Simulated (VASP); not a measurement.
**A VASP 6.6.1 single-point calculation on BeS**

INCAR

```
LASPH = .TRUE.
LCHARG = .FALSE.
GGA = PE
NBANDS = 11
ISMEAR = -4
LREAL = .FALSE.
ENCUT = 520
SIGMA = 0.05
ISPIN = 2
ISIF = 2
PREC = Medium
IBRION = -1
NELM = 85
LWAVE = .FALSE.
MAGMOM = 3 -3
NSW = 0
EDIFF = 1E-7
```

KPOINTS

```
KPOINTS created by Atomic Simulation Environment
0
Gamma
10 10 10
0 0 0
```

POSCAR

```
Be S
 1.0000000000000000
     0.0207398099250001    2.3172971969249998    2.3172971969252236
     2.3172971969249998    0.0207398099250001    2.3172971969252236
     2.3380370069000000    2.3380370069000000    0.0000000000504478
 Be  S
   1   1
Cartesian
  0.0000000000000000  0.0000000000000000  0.0000000000000000
  2.3380370068750000  2.3380370068750000  2.3172971969504470
```

The recommended PBE PAW datasets give the neutral cell 8 valence electrons.

Command

```
mpirun -np 1 vasp_std
```

Problem. Predict the outcome of this run.

Solution. It converged. Results: pressure -0.4 GPa; magnetic moment of the cell 0.00 μB.

OSZICAR

```
N       E                     dE             d eps       ncg     rms          rms(c)
DAV:   1     0.213374829630E+02    0.21337E+02   -0.39643E+03  7548   0.634E+02
DAV:   2    -0.633246698355E+01   -0.27670E+02   -0.26445E+02  9823   0.114E+02
DAV:   3    -0.745269638613E+01   -0.11202E+01   -0.11130E+01  9545   0.222E+01
DAV:   4    -0.745876905096E+01   -0.60727E-02   -0.60709E-02  9465   0.189E+00
DAV:   5    -0.745880399076E+01   -0.34940E-04   -0.34939E-04  9660   0.138E-01    0.892E+00
DAV:   6    -0.888893768006E+01   -0.14301E+01   -0.50681E+00  8867   0.989E+00    0.459E+00
DAV:   7    -0.889319114469E+01   -0.42535E-02   -0.18061E-01  8655   0.304E+00    0.278E+00
DAV:   8    -0.889568952750E+01   -0.24984E-02   -0.28755E-02  8044   0.154E+00    0.149E+00
DAV:   9    -0.889123625687E+01    0.44533E-02   -0.33938E-03  8729   0.575E-01    0.292E-01
DAV:  10    -0.889139358335E+01   -0.15733E-03   -0.15697E-03  8650   0.303E-01    0.902E-02
DAV:  11    -0.889157169205E+01   -0.17811E-03   -0.15604E-04  8308   0.112E-01    0.434E-02
DAV:  12    -0.889158406740E+01   -0.12375E-04   -0.14605E-05  8436   0.404E-02    0.329E-02
DAV:  13    -0.889157592771E+01    0.81397E-05   -0.32726E-06  8498   0.206E-02    0.169E-02
DAV:  14    -0.889157570518E+01    0.22253E-06   -0.18353E-06  9029   0.102E-02    0.245E-03
DAV:  15    -0.889157575520E+01   -0.50025E-07   -0.44347E-08  6725   0.209E-03
   1 F= -.88915758E+01 E0= -.88915758E+01  d E =0.000000E+00  mag=    -0.0000
```

Standard output (part)

```
POSCAR found type information on POSCAR BeS
 POSCAR found :  2 types and       2 ions
 LDA part: xc-table for (Slater+PW92), standard interpolation
 POSCAR, INCAR and KPOINTS ok, starting setup
 WAVECAR not read
 entering main loop
```

For comparison, a separate PBE run of the intended cell, on usual settings and not on those above, gives a gap of 0.92 eV on its mesh and a pressure of -0.4 GPa.
